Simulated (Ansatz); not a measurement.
# A strain series on BP (zincblende): isotropic on every length

Zincblende BP, relaxed with r2SCAN in Ansatz, then strained (isotropic on every length; changes of length per length, axes as in the cell below) with the atoms relaxed again within the symmetry that is left. It is cubic, F-43m (No. 216); a = 4.537 Å in the conventional setting, 11.67 Å³ an atom. B is surrounded by 4 P at 1.96 Å; P is surrounded by 4 B at 1.96 Å. (Simulation; spin polarisation is off.)

```
CELL_PARAMETERS angstrom
0.00000 2.26832 2.26832
2.26832 0.00000 2.26832
2.26832 2.26832 0.00000
ATOMIC_POSITIONS crystal
B 0.00000 0.00000 0.00000
P 0.25000 0.25000 0.25000
```

Gaps are the least over each mesh (PBE 10×10×10, r2SCAN 10×10×10, HSE06 6×6×6 when unstrained) and the special points, which keep their unstrained names; stress is the change from the unstrained cell, compression positive.

| strain (%) | gap, PBE (eV) | gap, r2SCAN (eV) | gap, HSE06 (eV) | edges, HSE06 | mean stress, r2SCAN (GPa) | energy rise, r2SCAN (meV/atom) |
| --- | --- | --- | --- | --- | --- | --- |
| -4.0 | 1.047 | 1.220 | 1.776 | Γ → Γ–X (0.87) | +26.05 | 99.2 |
| -3.0 | 1.098 | 1.272 | 1.827 | Γ → Γ–X (0.85) | +18.35 | 54.3 |
| -2.0 | 1.147 | 1.321 | 1.875 | Γ → Γ–X (0.84) | +11.50 | 23.4 |
| -1.5 | 1.170 | 1.344 | 1.898 | Γ → Γ–X (0.84) | +8.36 | 13.0 |
| -1.0 | 1.194 | 1.367 | 1.921 | Γ → Γ–X (0.83) | +5.41 | 5.7 |
| 0.0 | 1.238 | 1.410 | 1.964 | Γ → Γ–X (0.83) | 0.00 | 0.0 |
| +1.0 | 1.279 | 1.452 | 2.005 | Γ → Γ–X (0.82) | -4.78 | 5.4 |
| +2.0 | 1.320 | 1.491 | 2.044 | Γ → Γ–X (0.81) | -8.99 | 21.1 |
| +4.0 | 1.394 | 1.563 | 2.115 | Γ → Γ–X (0.81) | -15.93 | 79.7 |

**Question.** Estimate the row for a strain of +3.0 %.

**Answer.**

| strain (%) | gap, PBE (eV) | gap, r2SCAN (eV) | gap, HSE06 (eV) | edges, HSE06 | mean stress, r2SCAN (GPa) | energy rise, r2SCAN (meV/atom) |
| --- | --- | --- | --- | --- | --- | --- |
| +3.0 | 1.358 | 1.528 | 2.081 | Γ → Γ–X (0.81) | -12.69 | 46.1 |

Between zero and the nearest strains the slope of the HSE06 gap against strain is +0.043 eV per percent for negative and +0.041 for positive strain.

Where an edge lies off the special points, it is a point of the mesh or the k point where a search put PBE's edge or least direct gap, reused for the other functionals, whose own edges may lie a little apart.

The meshes of the hybrids are coarse, so their gaps aren't converged to the digits shown.
